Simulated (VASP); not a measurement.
Rb:

```xyz
1
Lattice="-2.9545 2.9545 2.7308 2.9545 -2.9545 2.7308 2.9545 2.9545 -2.7308" Properties=species:S:1:pos:R:3 pbc="T T T"
Rb    0.0000    0.0000    0.0000
```

This isn't the form of Rb at room conditions, which is bcc.

- Program: VASP 6.6.1
- Task: relaxation of cell and atoms
- Functional: rev-vdW-DF2
- Potentials or basis: VASP PAW PBE potentials, release 64 (Rb_sv)
- Cutoff: 600 eV
- k mesh: 7 × 7 × 7
- Occupations: methfessel-paxton, width 0.1 eV
- Spin: no spin polarisation

At the start: pressure -0.3 GPa; volume 95.35 Å³/atom.

Problem. Where does the relaxation end?

Solution. Over 13 steps the energy falls by 10.8 meV/atom and the volume is 85.66 Å³/atom (-10.2 %); space group I4/mmm (No. 139, to 0.05 Å).

Step by step:
| step | energy change (eV) | largest force (eV/Å) | pressure (GPa) | volume (Å³) |
| --- | --- | --- | --- | --- |
| 1 | 0.0000 | 0.0000 | -0.28 | 95.35 |
| 2 | -0.0037 | 0.0000 | -0.23 | 93.10 |
| 3 | -0.0090 | 0.0000 | -0.10 | 88.18 |
| 4 | -0.0052 | 0.0000 | 0.27 | 78.86 |
| 5 | -0.0100 | 0.0000 | 0.00 | 85.26 |
| 6 | -0.0100 | 0.0000 | 0.04 | 85.01 |
| 7 | -0.0101 | 0.0000 | -0.01 | 85.44 |
| 8 | -0.0101 | 0.0000 | -0.02 | 85.59 |
| 9 | -0.0101 | 0.0000 | -0.02 | 85.89 |
| 10 | -0.0103 | 0.0000 | -0.02 | 85.86 |
| 11 | -0.0106 | 0.0000 | -0.02 | 85.77 |
| 12 | -0.0107 | 0.0000 | 0.00 | 85.54 |
| 13 | -0.0108 | 0.0000 | -0.01 | 85.66 |

Final structure:
```
CELL_PARAMETERS angstrom
-2.90612 2.90612 2.53567
2.90612 -2.90612 2.53567
2.90612 2.90612 -2.53567
ATOMIC_POSITIONS crystal
Rb 0.00000 0.00000 0.00000
```

Caveat: the PAW data sets were made with another functional, which shifts forces and pressure a little.
